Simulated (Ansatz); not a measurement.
Take a crystal in which B has been replaced by Ga on all its sites, with the cell rescaled by a rough guess (in some cases also distorted within its space group) and nothing relaxed:

```xyz
2
Lattice="0.0000 2.1816 2.1816 2.1816 0.0000 2.1816 2.1816 2.1816 0.0000" Properties=species:S:1:pos:R:3 pbc="T T T"
Ga    0.0000    0.0000    0.0000
N     3.2724    3.2724    3.2724
```

Computed with DFT PBE, scalar-relativistic, plane waves, PAW in Ansatz 0.2.0.

Plane waves to 420 eV, a k mesh through Γ of 10×10×10 on the computed 2-atom cell and Gaussian smearing (0.02 eV); no spin polarisation.

Task: Will this cell want to expand or contract, and how hard?

Result: The pressure is 28.3 GPa (positive in compression), so the cell would expand.

Task: Is it a metal on this mesh?

Result: No: the gap is 2.34 eV, the least direct gap 2.34 eV.

Task: What is its energy against the elements in their standard states?

Result: -0.329 eV/atom at this unrelaxed geometry, with the elements in the same functional.

This zinc-blende form isn't the usual stable structure of the compound.